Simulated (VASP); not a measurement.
Hf:

```
CELL_PARAMETERS angstrom
2.91381 0.00000 0.00000
0.00000 2.91381 0.00000
0.00000 0.00000 2.91381
ATOMIC_POSITIONS crystal
Hf 0.50000 0.50000 0.50000
```

The cell was built by a generator and needn't be a form met in nature.

| Item | Value |
| --- | --- |
| Program | VASP 6.6.1 |
| Task | relaxation of cell and atoms |
| Functional | RPBE |
| Potentials or basis | VASP PAW PBE potentials, release 64 (Hf_pv) |
| Cutoff | 600 eV |
| k mesh | 9 × 9 × 9 |
| Occupations | fermi-dirac, width 0.05 eV |
| Spin | no spin polarisation |

At the start: pressure 2.4 GPa; volume 24.74 Å³/atom.

How do energy, volume and symmetry change on relaxing?

Over 4 steps the energy falls by 4.6 meV/atom and the volume is 25.45 Å³/atom (+2.9 %); space group Pm-3m (No. 221, to 0.05 Å).

Step by step:
```csv
step,energy change (eV),largest force (eV/Å),pressure (GPa),volume (Å³)
1,0.0000,0.0000,2.37,24.74
2,-0.0013,0.0000,-1.68,26.07
3,-0.0046,0.0000,0.07,25.43
4,-0.0046,0.0000,0.01,25.45
```

Final structure:
```
CELL_PARAMETERS angstrom
2.94156 0.00000 0.00000
0.00000 2.94156 0.00000
0.00000 0.00000 2.94156
ATOMIC_POSITIONS crystal
Hf 0.50000 0.50000 0.50000
```

Caveat: the PAW data sets were made with another functional, which shifts forces and pressure a little.
